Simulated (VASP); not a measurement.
# Cd (Im-3m) in VASP: further runs

One crystal, Cd, is run at these levels: RPBE; tasks: single point.

Program: VASP 6.6.1. These are calculated values, not measurements. Logs are shortened: lines on timing, memory, paths and dates and some standing lists are left out, and cuts for length are marked.

## (1) The structure

Symmetry: Im-3m, No. 229, cubic system. Conventional cell: a = 3.683 Å, b = 3.683 Å, c = 3.683 Å, α = 90.00°, β = 90.00°, γ = 90.00°. Cd (site symmetry m-3m) is surrounded by 8 Cd at 3.19 Å.

This isn't the form of Cd at room conditions, which is hcp.

## (2) Single point, RPBE

Input file INCAR:

```
PREC     = Accurate       # precision mode
ENCUT    = 520            # plane-wave cutoff, eV
EDIFF    = 1E-7           # SCF threshold, eV
ISMEAR   = -1             # smearing method
SIGMA    = 0.1            # smearing width, eV
LREAL    = F              # projectors in reciprocal space
LASPH    = T              # aspherical terms in the spheres
NELM     = 80             # most SCF steps
ALGO     = Normal         # electronic algorithm
ISIF     = 2              # what is computed and relaxed
LWAVE    = F              # write WAVECAR
LCHARG   = T              # write CHGCAR
GGA      = RP             # functional
LELF     = T              # ELF
LVHAR    = T            
NBANDS   = 12             # bands
```

Input file KPOINTS:

```
Automatic mesh
0
Gamma
  20 20 20
```

Input file POSCAR:

```
Cd
1.0
   -1.8413924281      1.8413924281      1.8413924281
    1.8413924281     -1.8413924281      1.8413924281
    1.8413924281      1.8413924281     -1.8413924281
Cd
1
Direct
    0.0000000000      0.0000000000      0.0000000000
```

Potentials or basis: VASP PAW PBE potentials, release 64 (Cd).

The run is started by

```
$ cat potpaw_PBE.64/Cd/POTCAR > POTCAR
$ mpirun -np 1 vasp_std > vasp.out
```

OUTCAR:

```text
PREC = Accurate
   ENCUT = 520
   EDIFF = 1E-7
   ISMEAR = -1
   LREAL = F
   LASPH = T
   NELM = 80
   ISIF = 2
   GGA = RP

 ion  position               nearest neighbor table
   1  0.000  0.000  0.000-

  LATTYP: Found a body centered cubic cell.
 ALAT       =     3.6827848562

  Lattice vectors:

 A1 = (  -1.8413924281,   1.8413924281,   1.8413924281)
 A2 = (   1.8413924281,  -1.8413924281,   1.8413924281)
 A3 = (   1.8413924281,   1.8413924281,  -1.8413924281)

Analysis of symmetry for initial positions (statically):
=====================================================================
 Subroutine PRICEL returns:
 Original cell was already a primitive cell.

 Routine SETGRP: Setting up the symmetry group for a
 body centered cubic supercell.

 Subroutine GETGRP returns: Found 48 space group operations
 (whereof 48 operations were pure point group operations)
 out of a pool of 48 trial point group operations.

The static configuration has the point symmetry O_h .

Analysis of symmetry for dynamics (positions and initial velocities):
=====================================================================
 Subroutine PRICEL returns:
 Original cell was already a primitive cell.

 Routine SETGRP: Setting up the symmetry group for a
 body centered cubic supercell.

 Subroutine GETGRP returns: Found 48 space group operations
 (whereof 48 operations were pure point group operations)
 out of a pool of 48 trial point group operations.

The dynamic configuration has the point symmetry O_h .

 Subroutine INISYM returns: Found 48 space group operations
 (whereof 48 operations are pure point group operations),
 and found     1 'primitive' translations

----------------------------------------------------------------------------------------

                                     Primitive cell

  volume of cell :      24.9746

  direct lattice vectors                    reciprocal lattice vectors
    -1.841392428  1.841392428  1.841392428     0.000000000  0.271533646  0.271533646
     1.841392428 -1.841392428  1.841392428     0.271533646  0.000000000  0.271533646
     1.841392428  1.841392428 -1.841392428     0.271533646  0.271533646  0.000000000

  length of vectors
     3.189385242  3.189385242  3.189385242     0.384006565  0.384006565  0.384006565

  position of ions in fractional coordinates (direct lattice)
     0.000000000  0.000000000  0.000000000

  ion indices of the primitive-cell ions
   primitive index   ion index
                 1           1

----------------------------------------------------------------------------------------

 KPOINTS: Automatic mesh

Automatic generation of k-mesh.
 Grid dimensions read from file:
 generate k-points for:   20   20   20

 Generating k-lattice:

  Cartesian coordinates                     Fractional coordinates (reciprocal lattice)
     0.000000000  0.013576682  0.013576682     0.050000000  0.000000000  0.000000000
     0.013576682  0.000000000  0.013576682     0.000000000  0.050000000  0.000000000
     0.013576682  0.013576682  0.000000000     0.000000000  0.000000000  0.050000000

  Length of vectors
     0.019200328  0.019200328  0.019200328

  Shift w.r.t. Gamma in fractional coordinates (k-lattice)
     0.000000000  0.000000000  0.000000000

 Subroutine IBZKPT returns following result:
 ===========================================

 Found    256 irreducible k-points:

 Following reciprocal coordinates:
            Coordinates               Weight
  0.000000  0.000000  0.000000      1.000000
  0.050000  0.000000  0.000000     12.000000
  0.100000  0.000000  0.000000     12.000000
  0.150000  0.000000  0.000000     12.000000
  0.200000  0.000000  0.000000     12.000000
  0.250000  0.000000  0.000000     12.000000
[... 16 lines left out ...]
  0.200000  0.100000  0.000000     48.000000
  0.250000  0.100000  0.000000     48.000000
 [... further k-points ...]
   k-points           NKPTS =    256   k-points in BZ     NKDIM =    256   number of bands    NBANDS=     12
   number of dos      NEDOS =    301   number of ions     NIONS =      1
   total plane-waves  NPLWV =  13824
   dimension x,y,z NGX =    24 NGY =   24 NGZ =   24
   dimension x,y,z NGXF=    48 NGYF=   48 NGZF=   48
   ions per type =               1
   NGX,Y,Z   is equivalent  to a cutoff of  12.51, 12.51, 12.51 a.u.
   NGXF,Y,Z  is equivalent  to a cutoff of  25.02, 25.02, 25.02 a.u.
 SYSTEM =  unknown system
   PREC   = accura    normal or accurate (medium, high low for compatibility)
   ISTART =      0    job   : 0-new  1-cont  2-samecut
   ICHARG =      2    charge: 1-file 2-atom 10-const
   ISPIN  =      1    spin polarized calculation?
   LNONCOLLINEAR =      F non collinear calculations
   LSORBIT =      F    spin-orbit coupling
   LASPH  =      T    aspherical Exc in radial PAW
   ENCUT  =  520.0 eV  38.22 Ry    6.18 a.u.   5.93  5.93  5.93*2*pi/ulx,y,z
   NELM   =     80;   NELMIN=  2; NELMDL= -5     # of ELM steps
   EDIFF  = 0.1E-06   stopping-criterion for ELM
   LREAL  =      F    real-space projection
   EDIFFG = 0.1E-05   stopping-criterion for IOM
   NSW    =      0    number of steps for IOM
   IBRION =     -1    ionic relax: 0-MD 1-quasi-New 2-CG
   NFREE  =      0    steps in history (QN), initial steepest desc. (CG)
   ISIF   =      2    stress and relaxation
   ISYM   =      2    0-nonsym 1-usesym 2-fastsym
   POTIM  = 0.5000    time-step for ionic-motion
   TEBEG  =    0.0;   TEEND  =   0.0 temperature during run
   PSTRESS=    0.0 pullay stress
   NELECT =      12.0000    total number of electrons
   NUPDOWN=      -1.0000    fix difference up-down
   EMIN   =  10.00;   EMAX   =-10.00  energy-range for DOS
   EFERMI =   0.00;   METHOD = LEGACY
   ISMEAR =    -1;   SIGMA  =   0.10  broadening in eV -4-tet -1-fermi 0-gaus
   EFERMI_NEDOS =   21; number of points for ismear=-14 and -15
   IALGO  =     38    algorithm
   IMIX   =      4    mixing-type and parameters
     AMIX     =   0.40;   BMIX     =  1.00
     AMIX_MAG =   1.60;   BMIX_MAG =  1.00
  volume/ion in A,a.u.               =      24.97       168.54
  Fermi-wavevector in a.u.,A,eV,Ry     =   1.282239  2.423080 22.369831  1.644136
  Thomas-Fermi vector in A             =   2.414562
   LORBIT       =      0    0 simple, 1 ext, 2 COOP (PROOUT), +10 PAW based schemes
   GGA     = RP    functional components
   LHFCALC =     F    Hartree Fock is set to
   AEXX    =    0.0000 exact exchange contribution
   IVDW    =     0    specifies the selected vdW correction
   LEPSILON=     F    determine dielectric tensor
   LRPA    =     F    only Hartree local field effects (RPA)
 non-spin polarized calculation
  energy-cutoff  :      520.00
  volume of cell :       24.97
 maximum number of plane-waves:       688
   NGX = 11   NGY = 11   NGZ = 11

 number of electron      11.9999993 magnetization

 Free energy of the ion-electron system (eV)
  ---------------------------------------------------
  ext. energy  EPLUGINS =         0.00000000
  ---------------------------------------------------
  free energy    TOTEN  =        -0.32083804 eV

  energy without entropy =       -0.30799655  energy(sigma->0) =       -0.31441729

 E-fermi :   2.1205     XC(G=0): -10.1584

 val. band max:        2.1087502823   @ k =  -0.4000  -0.4000   0.1000
 cond. band min:       2.1352466342   @ k =  -0.3500  -0.4000   0.1000
 fundamental gap:      0.0264963518
 Fermi energy:         2.1204916831

 k-point     1 :       0.0000    0.0000    0.0000
  band No.  band energies     occupation
      1      -6.8371      2.00000
      2      -6.8371      2.00000
      3      -6.8371      2.00000
      4      -6.3487      2.00000
      5      -6.3487      2.00000
      6      -5.7338      2.00000
      7      16.8040      0.00000
      8      16.8040      0.00000
      9      16.8040      0.00000
     10      17.0011      0.00000
     11      17.0011      0.00000
     12      17.0011      0.00000

 k-point     2 :       0.0500    0.0000    0.0000
  band No.  band energies     occupation
      1      -6.8431      2.00000
      2      -6.8342      2.00000
      3      -6.8188      2.00000
      4      -6.3551      2.00000
      5      -6.3485      2.00000
      6      -5.6724      2.00000
      7      15.8596      0.00000
      8      16.4183      0.00000
      9      16.4493      0.00000
     10      16.8056      0.00000
     11      16.8654      0.00000
     12      17.0222      0.00000

 k-point     3 :       0.1000    0.0000    0.0000
  band No.  band energies     occupation
      1      -6.8604      2.00000
      2      -6.8299      2.00000
      3      -6.7654      2.00000
      4      -6.3733      2.00000
      5      -6.3479      2.00000
      6      -5.4839      2.00000
      7      14.0648      0.00000
      8      15.5877      0.00000
      9      15.6525      0.00000
     10      16.5174      0.00000
     11      16.5455      0.00000
     12      17.2338      0.00000
[... 286 lines left out ...]
 k-point    23 :       0.2000    0.1000    0.0000
  band No.  band energies     occupation
      1      -6.9502      2.00000
      2      -6.8738      2.00000
      3      -6.4726      2.00000
      4      -6.4326      2.00000
      5      -6.3431      2.00000
      6      -3.9018      2.00000
      7       8.6006      0.00000
      8      10.9144      0.00000
      9      12.8548      0.00000
     10      16.0645      0.00000
     11      17.6487      0.00000
     12      18.0767      0.00000

 k-point    24 :       0.2500    0.1000    0.0000
  band No.  band energies     occupation
      1      -6.9862      2.00000
      2      -6.9177      2.00000
      3      -6.4296      2.00000
      4      -6.3851      2.00000
      5      -6.3160      2.00000
      6      -3.1755      2.00000
      7       6.8869      0.00000
      8      10.3238      0.00000
      9      12.2793      0.00000
     10      15.8030      0.00000
     11      17.5717      0.00000
     12      18.5363      0.00000

 [... further k-points ...]
[... 5 lines left out ...]
  --------------------------------------------------------------------------------------
  -------------------------------------------------------------------------------------
  Total        0.0471834      0.0471834      0.0471834     -0.0000000     -0.0000000      0.0000000
  in kB        3.0269183      3.0269183      3.0269183     -0.0000000     -0.0000000      0.0000000
  external PRESSURE =       3.0269183 kB  Pullay stress =       0.0000000 kB

 VOLUME and BASIS-vectors are now :
 -----------------------------------------------------------------------------
  energy-cutoff  :      520.00
  volume of cell :       24.97
      direct lattice vectors                 reciprocal lattice vectors
    -1.841392428  1.841392428  1.841392428     0.000000000  0.271533646  0.271533646
     1.841392428 -1.841392428  1.841392428     0.271533646  0.000000000  0.271533646
     1.841392428  1.841392428 -1.841392428     0.271533646  0.271533646  0.000000000

 POSITION                                       TOTAL-FORCE (eV/Angst)
 -----------------------------------------------------------------------------------
      0.00000      0.00000      0.00000         0.000000     -0.000000      0.000000
 -----------------------------------------------------------------------------------
    total drift:                                0.000000      0.000000     -0.000000

  FREE ENERGIE OF THE ION-ELECTRON SYSTEM (eV)
  ---------------------------------------------------
  free  energy   TOTEN  =        -0.3208380378 eV

  energy  without entropy=       -0.3079965478  energy(sigma->0) =       -0.31441729
```

Run time: 15 s. Hardware: 1 thread of Intel Xeon 6975P-C (Granite Rapids), shared host; peak memory 0.19 GiB.

What came out:

- Free energy: -0.3208 eV
- Pressure: 0.3 GPa
- Band gap on the k mesh: none (metal or under the smearing width)

Levels at points of the mesh, in eV from the Fermi level:
```
           k point  band 4  band 5  band 6  band 7  band 8  band 9
(0.00, 0.00, 0.00)   -8.47   -8.47   -7.85   14.68   14.68   14.68
(0.50, 0.00, 0.00)   -8.45   -8.14   -1.62   -1.07    8.66    9.53
(0.50, 0.50, 0.50)   -8.22   -8.22    3.37    3.37    3.37    4.73
```

Caveat: the PAW data sets were made with another functional, which shifts forces and pressure a little.

## (3) Single point, RPBE

This run uses another cell than the first one, of 27.97 Å³/atom, 1.120 times its volume.

Input file INCAR:

```
SYSTEM = Cd
PREC     = Accurate       ! precision mode
ENCUT    = 520            ! plane-wave cutoff, eV
EDIFF    = 1E-6           ! SCF threshold, eV
ISMEAR   = -1             ! smearing method
SIGMA    = 0.1            ! smearing width, eV
LREAL    = .False.        ! projectors in reciprocal space
LASPH    = .True.         ! aspherical terms in the spheres
NELM     = 80             ! most SCF steps
ALGO     = Normal         ! electronic algorithm
ISIF     = 2              ! what is computed and relaxed
LWAVE    = .False.        ! write WAVECAR
LCHARG   = .False.        ! write CHGCAR
GGA      = RP             ! functional
NBANDS   = 12             ! bands
```

Input file KPOINTS:

```
regular mesh
0
Gamma
  14 14 14
  0 0 0
```

Input file POSCAR:

```
Cd
1.0
   -1.9122838645      1.9122838645      1.9122838645
    1.9122838645     -1.9122838645      1.9122838645
    1.9122838645      1.9122838645     -1.9122838645
Cd
1
Direct
    0.0000000000      0.0000000000      0.0000000000
```

Potentials or basis: VASP PAW PBE potentials, release 64 (Cd).

The run is started by

```
$ cat potpaw_PBE.64/Cd/POTCAR > POTCAR
$ mpirun -np 1 vasp_std > vasp.out
```

Run time: 12 s. Hardware: 1 thread of Intel Xeon 6975P-C (Granite Rapids), shared host; peak memory 0.17 GiB.

The run converged. Its results:

```yaml
Free_energy: -0.3030 eV
Pressure: -1.7 GPa
Band_gap_on_the_k_mesh: none (metal or under the smearing width)
```

Levels at points of the mesh, in eV from the Fermi level:
| k point | band 3 | band 4 | band 5 | band 6 | band 7 | band 8 | band 9 | band 10 |
| --- | --- | --- | --- | --- | --- | --- | --- | --- |
| (0.00, 0.00, 0.00) | -8.71 | -8.32 | -8.32 | -7.11 | 13.31 | 13.31 | 13.31 | 14.37 |
| (0.50, 0.00, 0.00) | -8.34 | -8.31 | -8.07 | -1.22 | -1.19 | 8.03 | 9.07 | 11.89 |
| (0.50, 0.50, 0.50) | -8.13 | -8.13 | -8.13 | 3.29 | 3.29 | 3.29 | 3.83 | 7.10 |

Caveat: the PAW data sets were made with another functional, which shifts forces and pressure a little.

## (4) Single point, RPBE

This run uses another cell than the first one, of 22.98 Å³/atom, 0.920 times its volume.

Input file INCAR:

```
SYSTEM = Cd
PREC = Accurate ; ENCUT = 520
EDIFF = 1E-6 ; ISMEAR = -1
SIGMA = 0.1 ; LREAL = .False.
LASPH = .True. ; NELM = 100
ALGO = Normal ; ISIF = 2
LWAVE = .False. ; LCHARG = .False.
GGA = RP ; NBANDS = 12
```

KPOINTS is that of step 3.

Input file POSCAR:

```
Cd
1.0
   -1.7909177003      1.7909177003      1.7909177003
    1.7909177003     -1.7909177003      1.7909177003
    1.7909177003      1.7909177003     -1.7909177003
Cd
1
Direct
    0.0000000000      0.0000000000      0.0000000000
```

The run is started by

```
$ cat potpaw_PBE.64/Cd/POTCAR > POTCAR
$ mpirun -np 1 vasp_std > vasp.out
```

Wall time 6.1 s (1 thread of Intel Xeon 6975P-C (Granite Rapids), shared host); peak memory 0.15 GiB.

The run converged. Its results:

```yaml
Free_energy: -0.2978 eV
Pressure: 3.3 GPa
Band_gap_on_the_k_mesh: none (metal or under the smearing width)
```

Levels at points of the mesh, in eV from the Fermi level:
```
           k point  band 2  band 3  band 4  band 5  band 6  band 7  band 8  band 9  band 10  band 11
(0.00, 0.00, 0.00)   -9.18   -9.18   -8.60   -8.60   -8.45   15.26   15.26   15.26    15.78    15.78
(0.50, 0.00, 0.00)   -9.47   -8.63   -8.58   -8.21   -1.94   -0.96    9.15    9.86    13.28    13.82
(0.50, 0.50, 0.50)   -9.62   -8.30   -8.30   -8.30    3.43    3.43    3.43    5.45     7.79     7.79
```

Caveat: the PAW data sets were made with another functional, which shifts forces and pressure a little.

## (5) Summary

```csv
cell,k mesh,gap on the mesh (eV),pressure (GPa)
"Im-3m, 24.97 Å³/atom",20 × 20 × 20,none,0.3
"Im-3m, 27.97 Å³/atom",14 × 14 × 14,none,-1.7
"Im-3m, 22.98 Å³/atom",14 × 14 × 14,none,3.3
```

Alike in all rows: task single point; level RPBE; potentials or basis VASP PAW PBE potentials, release 64 (Cd); no spin polarisation; cutoff (eV) 520; smearing fermi-dirac 0.1 eV.

Every run on the cell as given and a fine mesh finds a metal.

Caveats: the PAW data sets were made with another functional, which shifts forces and pressure a little.

Absolute energies hang on the potentials; compare differences alone.
